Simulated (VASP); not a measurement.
A run of VASP 6.6.1:

The input INCAR:

```
PREC = Accurate
ENCUT = 600
EDIFF = 1E-8
ISMEAR = 0
SIGMA = 0.01
LREAL = False
LASPH = True
NELM = 100
ALGO = Normal
ISIF = 3
LWAVE = False
LCHARG = False
IBRION = 6
NFREE = 2
POTIM = 0.015
NSW = 1
```

KPOINTS

```
regular mesh
0
Gamma
  10 10 10
```

File POSCAR:

```
MgO
1.0
    2.5979000000      0.0000000000      0.0000000000
    0.0000000000      2.5979000000      0.0000000000
    0.0000000000      0.0000000000      2.5979000000
Mg O
1 1
Direct
    0.0000000000      0.0000000000      0.0000000000
    0.5000000000      0.5000000000      0.5000000000
```

Potentials or basis: VASP PAW LDA potentials, release 64 (Mg, O).

The run is started by

```console
$ cat potpaw_LDA.64/Mg/POTCAR potpaw_LDA.64/O/POTCAR > POTCAR
$ mpirun -np 1 vasp_std > vasp.out
```

Hardware: 1 thread of Intel(R) Xeon(R) Platinum 8559C (Emerald Rapids), on a shared host.

Task: Estimate the wall time of this run.

Result: Wall time 110 s on 1 thread of Intel(R) Xeon(R) Platinum 8559C (Emerald Rapids) (shared host), peak memory 0.23 GiB. Counts: scf iterations 144, k points 56.
